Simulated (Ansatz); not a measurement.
## Strain and the gap of SiO2 (fluorite)

SiO2 (fluorite), relaxed with r2SCAN in Ansatz 0.2.0. It is cubic, Fm-3m (No. 225); conventional cell a = 4.528 Å, 7.74 Å³ an atom. Si is surrounded by 8 O at 1.96 Å; O is surrounded by 4 Si at 1.96 Å.

The axes x, y and z are those of this cell:
```yaml
crystal:
  lattice:
    - [0.00000, 2.26417, 2.26417]
    - [2.26417, 0.00000, 2.26417]
    - [2.26417, 2.26417, 0.00000]
  atoms:
    - { symbol: Si, position: [0.00000, 0.00000, 0.00000] }
    - { symbol: O, position: [0.25000, 0.25000, 0.25000] }
    - { symbol: O, position: [0.75000, 0.75000, 0.75000] }
```

Unstrained: The PBE gap is direct at X: 2.085 eV. r2SCAN gives a direct gap of 2.712 eV at X. With HSE06 the gap is 3.595 eV and direct, at X. Meshes: PBE 10×10×10, r2SCAN 10×10×10, HSE06 6×6×6. Strains are changes of length per length, and xy shears are angles. After each strain the atoms were relaxed again with r2SCAN within the symmetry that the strain leaves, so tilts or polar shifts that break it weren't tested; points keep the names that they have in the unstrained zone. One strained cell lies below the unstrained one, which is therefore a saddle: all changes count from an unstable reference. All values are calculated for a non-magnetic cell, which may be hypothetical.

Changes of the least gap in eV (an overlap counts as a negative gap):

| strain | volume change (%) | space group | PBE | r2SCAN | HSE06 | energy rise, r2SCAN (meV/atom) |
| --- | --- | --- | --- | --- | --- | --- |
| xy shear, engineering strain (angle) +3.16 % | 0.0 | Immm | +0.026 | +0.026 | +0.027 | -3.0 |
| uniaxial +3.89 % along x | +3.9 | I4/mmm | -0.611 | -0.588 | -0.628 | 35.8 |

Xy shear, engineering strain (angle) +3.16 %. HSE06: the gap goes from 3.595 to 3.622 eV (+0.027 eV). Stress change with r2SCAN, compression positive: xx +0.20, yy +0.20, zz +0.32, xy +3.92 GPa.

Uniaxial +3.89 % along x, other directions held. HSE06: the gap goes from 3.595 to 2.967 eV (-0.628 eV); it turns from direct (X) to indirect (X → Γ). Stress change with r2SCAN, compression positive: xx -36.81, yy +2.97, zz +2.97 GPa.

The meshes of the hybrids are coarse, so their gaps aren't converged to the digits shown.
